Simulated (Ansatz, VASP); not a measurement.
## Two plane-wave programs on Ba

```
CELL_PARAMETERS angstrom
-2.54220 2.54220 2.54220
2.54220 -2.54220 2.54220
2.54220 2.54220 -2.54220
ATOMIC_POSITIONS crystal
Ba 0.00000 0.00000 0.00000
```

Alike in both runs: functional r2SCAN; k mesh 12 × 12 × 12; occupations fermi-dirac, width 0.15 eV; no spin polarisation.

Ansatz relaxed the structure, and its values are those at the end. VASP's run is a single point on that final structure, the one shown.

```csv
,VASP,Ansatz
version,VASP 6.6.1,Ansatz 0.2.0
potentials or method,"VASP PAW PBE potentials, release 64 (Ba_sv)","scalar-relativistic, plane waves, PAW"
plane-wave cutoff (eV),520,500
valence electrons in the cell,10,10
```

|  | VASP | Ansatz | Ansatz less VASP |
| --- | --- | --- | --- |
| gap on the k mesh at the Fermi level (eV) | none | none | - |
| pressure (GPa) | 0.0 | 0.0 | -0.04 |

A gap of «none» marks a metal or a gap that the smearing closes.

Caveats: the PAW data sets were made with another functional, which shifts forces and pressure a little (VASP). The runs have no spin-orbit coupling, so splittings on Ba are missing.
